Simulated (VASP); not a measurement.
# TePb (Fm-3m) in VASP: notebook

TePb is run at these levels: r2SCAN; tasks: relaxation of the atoms.

Program: VASP 6.6.1. These are calculated values, not measurements. Logs are shortened: lines on timing, memory, paths and dates and some standing lists are left out, and cuts for length are marked.

**The experiment to reproduce.**

From a printed reference work, monograph, for a bulk crystal of TePb at 4.2 K: band gap 0.19 eV (direct).

The runs below are set against these values where they give the same quantity.

### Step 1. The cell of the first run

The structure is cubic, space group Fm-3m (No. 225). Conventional cell: a = 6.404 Å, b = 6.404 Å, c = 6.404 Å, α = 90.00°, β = 90.00°, γ = 90.00°. Te (site symmetry m-3m) has 6 Pb at 3.20 Å within 4.2 Å. Within 4.2 Å of Pb (site symmetry m-3m) lie 6 Te at 3.20 Å.

### Step 2. Relaxation of the atoms, r2SCAN

Contents of POSCAR:

```
TePb
1.0
    0.0000000000      3.2019480000      3.2019480000
    3.2019480000      0.0000000000      3.2019480000
    3.2019480000      3.2019480000      0.0000000000
Te Pb
1 1
Direct
    0.5000000000      0.5000000000      0.5000000000
    0.0000000000      0.0000000000      0.0000000000
```

Contents of INCAR.step1:

```
SYSTEM = TePb
PREC     = Accurate       ! precision mode
ENCUT    = 520            ! plane-wave cutoff, eV
ISMEAR   = -1             ! smearing method
SIGMA    = 0.02           ! smearing width, eV
LREAL    = .False.        ! projectors in reciprocal space
LASPH    = .True.         ! aspherical terms in the spheres
NELM     = 80             ! most SCF steps
GGA      = PE             ! functional
ALGO     = Normal         ! electronic algorithm
EDIFF    = 1E-4           ! SCF threshold, eV
LWAVE    = .True.         ! write WAVECAR
LCHARG   = .False.        ! write CHGCAR
```

Contents of INCAR.step2:

```
SYSTEM = TePb
PREC     = Accurate       ! precision mode
ENCUT    = 520            ! plane-wave cutoff, eV
EDIFF    = 1E-7           ! SCF threshold, eV
ISMEAR   = -1             ! smearing method
SIGMA    = 0.02           ! smearing width, eV
LREAL    = .False.        ! projectors in reciprocal space
LASPH    = .True.         ! aspherical terms in the spheres
NELM     = 80             ! most SCF steps
ALGO     = Normal         ! electronic algorithm
ISIF     = 2              ! what is computed and relaxed
LWAVE    = .False.        ! write WAVECAR
LCHARG   = .False.        ! write CHGCAR
METAGGA  = R2SCAN         ! meta-GGA
LMIXTAU  = .True.       
IBRION   = 2              ! ionic algorithm
NSW      = 50             ! ionic steps
EDIFFG   = -0.01          ! ionic threshold
ISTART   = 1
```

Contents of KPOINTS:

```
regular mesh
0
Gamma
  8 8 8
  0 0 0
```

Potentials or basis: VASP PAW PBE potentials, release 64 (Te, Pb_d).

On the command line:

```console
$ cat potpaw_PBE.64/Te/POTCAR potpaw_PBE.64/Pb_d/POTCAR > POTCAR
$ cp INCAR.step1 INCAR
$ mpirun -np 1 vasp_std > vasp.out
$ cp INCAR.step2 INCAR
$ mpirun -np 1 vasp_std > vasp.out
```

OUTCAR:

```text
SYSTEM = TePb
   PREC = Accurate
   ENCUT = 520
   EDIFF = 1E-7
   ISMEAR = -1
   LREAL = .False.
   LASPH = .True.
   NELM = 80
   ISIF = 2
   METAGGA = R2SCAN
   IBRION = 2
   NSW = 50
   EDIFFG = -0.01
   ISTART = 1

 ion  position               nearest neighbor table
   1  0.500  0.500  0.500-   2 3.20   2 3.20   2 3.20   2 3.20   2 3.20   2 3.20
   2  0.000  0.000  0.000-   1 3.20   1 3.20   1 3.20   1 3.20   1 3.20   1 3.20

  LATTYP: Found a face centered cubic cell.
 ALAT       =     6.4038960000

  Lattice vectors:

 A1 = (   0.0000000000,   3.2019480000,   3.2019480000)
 A2 = (   3.2019480000,   0.0000000000,   3.2019480000)
 A3 = (   3.2019480000,   3.2019480000,   0.0000000000)

Analysis of symmetry for initial positions (statically):
=====================================================================
 Subroutine PRICEL returns:
 Original cell was already a primitive cell.

 Routine SETGRP: Setting up the symmetry group for a
 face centered cubic supercell.

 Subroutine GETGRP returns: Found 48 space group operations
 (whereof 48 operations were pure point group operations)
 out of a pool of 48 trial point group operations.

The static configuration has the point symmetry O_h .

Analysis of symmetry for dynamics (positions and initial velocities):
=====================================================================
 Subroutine PRICEL returns:
 Original cell was already a primitive cell.

 Routine SETGRP: Setting up the symmetry group for a
 face centered cubic supercell.

 Subroutine GETGRP returns: Found 48 space group operations
 (whereof 48 operations were pure point group operations)
 out of a pool of 48 trial point group operations.

The dynamic configuration has the point symmetry O_h .

 Subroutine INISYM returns: Found 48 space group operations
 (whereof 48 operations are pure point group operations),
 and found     1 'primitive' translations

----------------------------------------------------------------------------------------

                                     Primitive cell

  volume of cell :      65.6558

  direct lattice vectors                    reciprocal lattice vectors
     0.000000000  3.201948000  3.201948000    -0.156154941  0.156154941  0.156154941
     3.201948000  0.000000000  3.201948000     0.156154941 -0.156154941  0.156154941
     3.201948000  3.201948000  0.000000000     0.156154941  0.156154941 -0.156154941

  length of vectors
     4.528238288  4.528238288  4.528238288     0.270468291  0.270468291  0.270468291

  position of ions in fractional coordinates (direct lattice)
     0.500000000  0.500000000  0.500000000
     0.000000000  0.000000000  0.000000000

  ion indices of the primitive-cell ions
   primitive index   ion index
                 1           1
                 2           2

----------------------------------------------------------------------------------------

 KPOINTS: regular mesh

Automatic generation of k-mesh.
 Grid dimensions read from file:
 generate k-points for:    8    8    8

 Generating k-lattice:

  Cartesian coordinates                     Fractional coordinates (reciprocal lattice)
    -0.019519368  0.019519368  0.019519368     0.125000000  0.000000000  0.000000000
     0.019519368 -0.019519368  0.019519368     0.000000000  0.125000000  0.000000000
     0.019519368  0.019519368 -0.019519368     0.000000000  0.000000000  0.125000000

  Length of vectors
     0.033808536  0.033808536  0.033808536

  Shift w.r.t. Gamma in fractional coordinates (k-lattice)
     0.000000000  0.000000000  0.000000000

 Subroutine IBZKPT returns following result:
 ===========================================

 Found     29 irreducible k-points:

 Following reciprocal coordinates:
            Coordinates               Weight
  0.000000  0.000000  0.000000      1.000000
  0.125000  0.000000  0.000000      8.000000
  0.250000  0.000000  0.000000      8.000000
  0.375000  0.000000  0.000000      8.000000
  0.500000  0.000000  0.000000      4.000000
  0.125000  0.125000  0.000000      6.000000
[... 16 lines left out ...]
  0.500000  0.250000  0.125000     48.000000
 -0.375000  0.250000  0.125000     24.000000
 [... further k-points ...]
   k-points           NKPTS =     29   k-points in BZ     NKDIM =     29   number of bands    NBANDS=     14
   number of dos      NEDOS =    301   number of ions     NIONS =      2
   total plane-waves  NPLWV =  46656
   dimension x,y,z NGX =    36 NGY =   36 NGZ =   36
   dimension x,y,z NGXF=    72 NGYF=   72 NGZF=   72
   ions per type =               1   1
   NGX,Y,Z   is equivalent  to a cutoff of  13.22, 13.22, 13.22 a.u.
   NGXF,Y,Z  is equivalent  to a cutoff of  26.43, 26.43, 26.43 a.u.
 SYSTEM =  TePb
   PREC   = accura    normal or accurate (medium, high low for compatibility)
   ISTART =      1    job   : 0-new  1-cont  2-samecut
   ICHARG =      0    charge: 1-file 2-atom 10-const
   ISPIN  =      1    spin polarized calculation?
   LNONCOLLINEAR =      F non collinear calculations
   LSORBIT =      F    spin-orbit coupling
   LASPH  =      T    aspherical Exc in radial PAW
   ENCUT  =  520.0 eV  38.22 Ry    6.18 a.u.   8.42  8.42  8.42*2*pi/ulx,y,z
   NELM   =     80;   NELMIN=  2; NELMDL=  0     # of ELM steps
   EDIFF  = 0.1E-06   stopping-criterion for ELM
   LREAL  =      F    real-space projection
   EDIFFG = -.1E-01   stopping-criterion for IOM
   NSW    =     50    number of steps for IOM
   IBRION =      2    ionic relax: 0-MD 1-quasi-New 2-CG
   NFREE  =      1    steps in history (QN), initial steepest desc. (CG)
   ISIF   =      2    stress and relaxation
   ISYM   =      2    0-nonsym 1-usesym 2-fastsym
   POTIM  = 0.5000    time-step for ionic-motion
   TEBEG  =    0.0;   TEEND  =   0.0 temperature during run
   PSTRESS=    0.0 pullay stress
   NELECT =      20.0000    total number of electrons
   NUPDOWN=      -1.0000    fix difference up-down
   EMIN   =  10.00;   EMAX   =-10.00  energy-range for DOS
   EFERMI =   0.00;   METHOD = LEGACY
   ISMEAR =    -1;   SIGMA  =   0.02  broadening in eV -4-tet -1-fermi 0-gaus
   EFERMI_NEDOS =   21; number of points for ismear=-14 and -15
   IALGO  =     38    algorithm
   IMIX   =      4    mixing-type and parameters
     AMIX     =   0.40;   BMIX     =  1.00
     AMIX_MAG =   1.60;   BMIX_MAG =  1.00
  volume/ion in A,a.u.               =      32.83       221.53
  Fermi-wavevector in a.u.,A,eV,Ry     =   1.101524  2.081578 16.508693  1.213355
  Thomas-Fermi vector in A             =   2.237952
   LORBIT       =      0    0 simple, 1 ext, 2 COOP (PROOUT), +10 PAW based schemes
   METAGGA = R2SCAN    functional components
   LHFCALC =     F    Hartree Fock is set to
   AEXX    =    0.0000 exact exchange contribution
   IVDW    =     0    specifies the selected vdW correction
   LEPSILON=     F    determine dielectric tensor
   LRPA    =     F    only Hartree local field effects (RPA)
 conjugate gradient relaxation of ions
 non-spin polarized calculation
  energy-cutoff  :      520.00
  volume of cell :       65.66
 maximum number of plane-waves:      1807
 NGX is ok and might be reduce to    36
   NGX = 17   NGY = 17   NGZ = 17

 number of electron      20.0000000 magnetization

 Free energy of the ion-electron system (eV)
  ---------------------------------------------------
  ext. energy  EPLUGINS =         0.00000000
  ---------------------------------------------------
  free energy    TOTEN  =       -82.66957952 eV

  energy without entropy =      -82.66957952  energy(sigma->0) =      -82.66957952

 E-fermi :   6.2820     XC(G=0):  -9.9479

 val. band max:        5.8939469903   @ k =   0.5000   0.0000   0.0000
 cond. band min:       6.8508641998   @ k =   0.5000   0.0000   0.0000
 fundamental gap:      0.9569172095
 Fermi energy:         6.2820207550

 k-point     1 :       0.0000    0.0000    0.0000
  band No.  band energies     occupation
      1     -11.5482      2.00000
      2     -11.5482      2.00000
      3     -11.5335      2.00000
      4     -11.5335      2.00000
      5     -11.5335      2.00000
      6      -6.8856      2.00000
      7       0.3217      2.00000
      8       4.2640      2.00000
      9       4.2640      2.00000
     10       4.2640      2.00000
     11      10.2548      0.00000
     12      10.2548      0.00000
     13      10.2548      0.00000
     14      11.9876      0.00000

 k-point     2 :       0.1250    0.0000    0.0000
  band No.  band energies     occupation
      1     -11.5505      2.00000
      2     -11.5505      2.00000
      3     -11.5330      2.00000
      4     -11.5311      2.00000
      5     -11.5311      2.00000
      6      -6.7394      2.00000
      7      -0.2227      2.00000
      8       4.3095      2.00000
      9       4.3095      2.00000
     10       4.6004      2.00000
     11       9.4656      0.00000
     12       9.5953      0.00000
     13       9.5953      0.00000
     14      11.8272      0.00000

 k-point     3 :       0.2500    0.0000    0.0000
  band No.  band energies     occupation
      1     -11.5572      2.00000
      2     -11.5572      2.00000
      3     -11.5321      2.00000
      4     -11.5243      2.00000
      5     -11.5243      2.00000
      6      -6.3173      2.00000
      7      -1.3801      2.00000
      8       4.4477      2.00000
      9       4.4477      2.00000
     10       5.1774      2.00000
     11       8.2512      0.00000
     12       8.4782      0.00000
     13       8.4782      0.00000
     14      12.1795      0.00000
[... 324 lines left out ...]
 k-point    23 :       0.5000    0.2500    0.1250
  band No.  band energies     occupation
      1     -11.5838      2.00000
      2     -11.5558      2.00000
      3     -11.5306      2.00000
      4     -11.5182      2.00000
      5     -11.5135      2.00000
      6      -5.4105      2.00000
      7      -2.4487      2.00000
      8       2.7459      2.00000
      9       3.5164      2.00000
     10       5.0309      2.00000
     11       7.7675      0.00000
     12       9.2282      0.00000
     13      10.4453      0.00000
     14      12.0281      0.00000

 k-point    24 :      -0.3750    0.2500    0.1250
  band No.  band energies     occupation
      1     -11.5860      2.00000
      2     -11.5589      2.00000
      3     -11.5267      2.00000
      4     -11.5202      2.00000
      5     -11.5110      2.00000
      6      -5.0736      2.00000
      7      -2.8821      2.00000
      8       2.8079      2.00000
      9       3.0410      2.00000
     10       5.2909      2.00000
     11       7.3662      0.00000
     12       9.7311      0.00000
     13      10.2067      0.00000
     14      13.0739      0.00000

 [... further k-points ...]

------------------------ aborting loop because EDIFF is reached ----------------------------------------

  FORCE on cell =-STRESS in cart. coord.  units (eV):
  Direction    XX          YY          ZZ          XY          YZ          ZX
  --------------------------------------------------------------------------------------
  -------------------------------------------------------------------------------------
  Total        1.2010380      1.2010380      1.2010380     -0.0000000      0.0000000     -0.0000000
  in kB       29.3085624     29.3085624     29.3085624     -0.0000000      0.0000000     -0.0000000
  external PRESSURE =      29.3085624 kB  Pullay stress =       0.0000000 kB

 VOLUME and BASIS-vectors are now :
 -----------------------------------------------------------------------------
  energy-cutoff  :      520.00
  volume of cell :       65.66
      direct lattice vectors                 reciprocal lattice vectors
     0.000000000  3.201948000  3.201948000    -0.156154941  0.156154941  0.156154941
     3.201948000  0.000000000  3.201948000     0.156154941 -0.156154941  0.156154941
     3.201948000  3.201948000  0.000000000     0.156154941  0.156154941 -0.156154941

 POSITION                                       TOTAL-FORCE (eV/Angst)
 -----------------------------------------------------------------------------------
      3.20195      3.20195      3.20195         0.000000     -0.000000      0.000000
      0.00000      0.00000      0.00000        -0.000000      0.000000     -0.000000
 -----------------------------------------------------------------------------------
    total drift:                               -0.000000      0.000000      0.000000

  FREE ENERGIE OF THE ION-ELECTRON SYSTEM (eV)
  ---------------------------------------------------
  free  energy   TOTEN  =       -82.6695795213 eV

  energy  without entropy=      -82.6695795212  energy(sigma->0) =      -82.66957952

 reached required accuracy - stopping structural energy minimisation
```

Run time: 2.8 min. Hardware: 1 thread of Oxide Virtual Turin-like, shared host; peak memory 0.19 GiB.

Results:

* Free energy: -82.6696 eV
* Pressure after relaxing: 2.9 GPa
* Band gap on the k mesh: 0.96 eV, direct

Final structure:
```
CELL_PARAMETERS angstrom
0.00000 3.20195 3.20195
3.20195 0.00000 3.20195
3.20195 3.20195 0.00000
ATOMIC_POSITIONS crystal
Te 0.50000 0.50000 0.50000
Pb 0.00000 0.00000 0.00000
```

Caveat: the relaxation stopped at its first step, so nothing moved; the PAW data sets were made with another functional, which shifts forces and pressure a little; spin-orbit coupling is left out, which moves the levels of the heavy elements.

### Step 3. Relaxation of the atoms, r2SCAN

This run uses another cell than the first one, of 33.53 Å³/atom, 1.021 times its volume.

Contents of POSCAR:

```
TePb
1.0
    0.0000000000      3.2244976700      3.2244976700
    3.2244976700      0.0000000000      3.2244976700
    3.2244976700      3.2244976700      0.0000000000
Te Pb
1 1
Direct
    0.5000000000      0.5000000000      0.5000000000
    0.0000000000      0.0000000000      0.0000000000
```

Contents of INCAR.step1:

```
PREC     = Accurate       # precision mode
ENCUT    = 520            # plane-wave cutoff, eV
ISMEAR   = -1             # smearing method
SIGMA    = 0.02           # smearing width, eV
LREAL    = F              # projectors in reciprocal space
LASPH    = T              # aspherical terms in the spheres
NELM     = 60             # most SCF steps
GGA      = PE             # functional
ALGO     = Normal         # electronic algorithm
EDIFF    = 1E-4           # SCF threshold, eV
LWAVE    = T              # write WAVECAR
LCHARG   = F              # write CHGCAR
```

Contents of INCAR.step2:

```
PREC     = Accurate       # precision mode
ENCUT    = 520            # plane-wave cutoff, eV
EDIFF    = 1E-6           # SCF threshold, eV
ISMEAR   = -1             # smearing method
SIGMA    = 0.02           # smearing width, eV
LREAL    = F              # projectors in reciprocal space
LASPH    = T              # aspherical terms in the spheres
NELM     = 60             # most SCF steps
ALGO     = Normal         # electronic algorithm
ISIF     = 2              # what is computed and relaxed
LWAVE    = F              # write WAVECAR
LCHARG   = F              # write CHGCAR
METAGGA  = R2SCAN         # meta-GGA
LMIXTAU  = T            
IBRION   = 2              # ionic algorithm
NSW      = 50             # ionic steps
EDIFFG   = -0.01          # ionic threshold
ISTART   = 1
```

Contents of KPOINTS:

```
Automatic mesh
0
Gamma
  8 8 8
```

Potentials or basis: VASP PAW PBE potentials, release 64 (Te, Pb_d).

On the command line:

```console
$ cat potpaw_PBE.64/Te/POTCAR potpaw_PBE.64/Pb_d/POTCAR > POTCAR
$ cp INCAR.step1 INCAR
$ mpirun -np 1 vasp_std > vasp.out
$ cp INCAR.step2 INCAR
$ mpirun -np 1 vasp_std > vasp.out
```

Run time: 3.8 min. Hardware: 1 thread of Oxide Virtual Turin-like, shared host; peak memory 0.19 GiB.

The run converged. Its results:

| Quantity | Value |
| --- | --- |
| Free energy | -82.6906 eV |
| Pressure after relaxing | 1.8 GPa |
| Band gap on the k mesh | 1.01 eV, direct |

Final structure:
```xyz
2
Lattice="0.0000 3.2245 3.2245 3.2245 0.0000 3.2245 3.2245 3.2245 0.0000" Properties=species:S:1:pos:R:3 pbc="T T T"
Te    3.2245    3.2245    3.2245
Pb    0.0000    0.0000    0.0000
```

Levels at points of the mesh, in eV from the valence-band top:
```csv
k point,band 6,band 7,band 8,band 9,band 10,band 11,band 12,band 13,band 14
"(0.00, 0.00, 0.00)",-12.58,-5.62,-1.53,-1.53,-1.53,4.35,4.35,4.35,6.16
"(0.50, 0.00, 0.00)",-11.05,-8.94,-1.05,-1.05,0.00,1.01,1.39,1.39,8.95
"(0.50, 0.50, 0.00)",-10.77,-7.52,-4.75,-3.02,-3.02,3.55,5.84,5.84,7.20
```

Caveat: the relaxation stopped at its first step, so nothing moved; the PAW data sets were made with another functional, which shifts forces and pressure a little; spin-orbit coupling is left out, which moves the levels of the heavy elements.

### Step 4. Comparison with measurements

Step 2. Measured gap of TePb: 0.19 eV (direct; 4.2 K; a printed reference work, monograph). This calculation gives 0.96 eV (+0.77 eV). Spin-orbit coupling on Pb, Te is left out. The value is that of r2SCAN on a finite k mesh, which can miss the band edges, without temperature or zero-point motion.

Step 3. A measured gap of TePb is 0.19 eV (direct; 4.2 K; a printed reference work, monograph); the calculated 1.01 eV misses it by +0.82 eV. Spin-orbit coupling on Pb, Te is left out. The value is that of r2SCAN on a finite k mesh, which can miss the band edges, without temperature or zero-point motion.
